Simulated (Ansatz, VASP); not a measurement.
**SiO2: VASP beside Ansatz**

Contents of INCAR:

```
  PREC = Accurate
  ENCUT = 520
  EDIFF = 1E-6
  ISMEAR = -1
  SIGMA = 0.03
  LREAL = F
  LASPH = T
  NELM = 80
  ALGO = Normal
  ISIF = 2
  LWAVE = F
  LCHARG = T
  GGA = PE
  LELF = T
  LVHAR = T
  NBANDS = 25
```

The input KPOINTS:

```
regular mesh
0
Gamma
  5 5 8
```

POSCAR

```
SiO2
1.0
    4.1801000000      0.0000000000      0.0000000000
    0.0000000000      4.1801000000      0.0000000000
    0.0000000000      0.0000000000      2.6678000000
Si O
2 4
Direct
    0.0000000000      0.0000000000      0.0000000000
    0.5000000000      0.5000000000      0.5000000000
    0.3067000000      0.3067000000      0.0000000000
    0.1933000000      0.8067000000      0.5000000000
    0.6933000000      0.6933000000      0.0000000000
    0.8067000000      0.1933000000      0.5000000000
```

Input for Ansatz:

```yaml
crystal:
  lattice:
    - [4.1801, 0.0, 0.0]
    - [0.0, 4.1801, 0.0]
    - [0.0, 0.0, 2.6678]
  atoms:
    - { symbol: Si, position: [0.0, 0.0, 0.0] }
    - { symbol: Si, position: [0.5, 0.5, 0.5] }
    - { symbol: O, position: [0.3067, 0.3067, 0.0] }
    - { symbol: O, position: [0.1933, 0.8067, 0.5] }
    - { symbol: O, position: [0.6933, 0.6933, 0.0] }
    - { symbol: O, position: [0.8067, 0.1933, 0.5] }
kpoints:
  mp_grid: { grid: [5, 5, 8] }
  band_path:
    path:
      - [0.0, 0.0, 0.0]
      - [0.0, 0.5, 0.0]
      - [0.5, 0.5, 0.0]
      - [0.0, 0.0, 0.0]
      - [0.0, 0.0, 0.5]
      - [0.0, 0.5, 0.5]
      - [0.5, 0.5, 0.5]
      - [0.0, 0.0, 0.5]
      - [0.0, 0.5, 0.0]
    npoints: 8
scf:
  occupations: { method: fermi_dirac, width: 0.03 }
hamiltonian:
  xc: pbe
  pseudopotentials: { kind: all_electron, lapw: { basis_error: 0.001 } }
output:
  forces: true
  stress: true
  eigenvalues: true
  fatbands: true
  populations: true
  dos: { projected: true, de: 0.2, e_range: [-14, 8] }
```

Alike in both runs: task single point; functional PBE; k mesh 5 × 5 × 8; occupations fermi-dirac, width 0.03 eV; no spin polarisation.

```csv
,VASP,Ansatz
version,VASP 6.6.1,Ansatz 0.2.0
potentials or method,"VASP PAW PBE potentials, release 64 (Si, O)","all-electron LAPW, scalar-relativistic"
plane-wave cutoff (eV),520,see its input
```

|  | VASP | Ansatz | Ansatz less VASP |
| --- | --- | --- | --- |
| gap on the k mesh at the Fermi level (eV) | 5.61 | 5.64 | +0.025 |
| pressure (GPa) | 11.0 | 10.8 | -0.23 |
| largest component of the traceless stress (GPa) | 0.87 | 0.41 | -0.454 |
| rms of the force components (eV/Å) | 0.116 | 0.105 | -0.0102 |

Atom by atom the forces differ by 0.010 eV/Å (rms over components). Ansatz ran all-electron here, so the differences hold the error of VASP's frozen core and of both bases.

PBE gaps usually lie below the measured ones, often by a third to a half.
